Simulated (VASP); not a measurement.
Crystal: Ag.

```
Ag
1.0
     2.62951    0.00000    0.00000
     0.00000    2.62951    0.00000
     0.00000    0.00000    2.62951
Ag
1
Direct
  0.00000 0.00000 0.00000
```

The cell was built by a generator and needn't be a form met in nature.

```yaml
Program: VASP 6.6.1
Task: relaxation of cell and atoms
Functional: r2SCAN
Potentials_or_basis: VASP PAW PBE potentials, release 64 (Ag)
Cutoff: 600 eV
k_mesh: 6 × 6 × 6
Occupations: gaussian, width 0.1 eV
Spin: no spin polarisation
```

At the start: pressure 10.8 GPa; volume 18.18 Å³/atom.

Question: Where does the relaxation end?

Answer: Over 3 steps the energy falls by 57.7 meV/atom and the volume is 20.10 Å³/atom (+10.6 %); space group Pm-3m (No. 221, to 0.05 Å).

Step by step:
| step | energy change (eV) | largest force (eV/Å) | pressure (GPa) | volume (Å³) |
| --- | --- | --- | --- | --- |
| 1 | 0.0000 | 0.0000 | 10.77 | 18.18 |
| 2 | -0.0337 | 0.0000 | -4.74 | 21.59 |
| 3 | -0.0577 | 0.0000 | 0.00 | 20.10 |

Final structure:
```cif
data_structure
_symmetry_space_group_name_H-M 'P 1'
_symmetry_Int_Tables_number 1
_cell_length_a 2.7190
_cell_length_b 2.7190
_cell_length_c 2.7190
_cell_angle_alpha 90.000
_cell_angle_beta 90.000
_cell_angle_gamma 90.000
_cell_volume 20.10
loop_
_atom_site_label
_atom_site_type_symbol
_atom_site_fract_x
_atom_site_fract_y
_atom_site_fract_z
_atom_site_occupancy
Ag1 Ag 0.00000 0.00000 0.00000 1
```

Caveat: the k mesh is coarse (spacing up to 0.40 Å⁻¹), so the values aren't converged; the PAW data sets were made with another functional, which shifts forces and pressure a little.
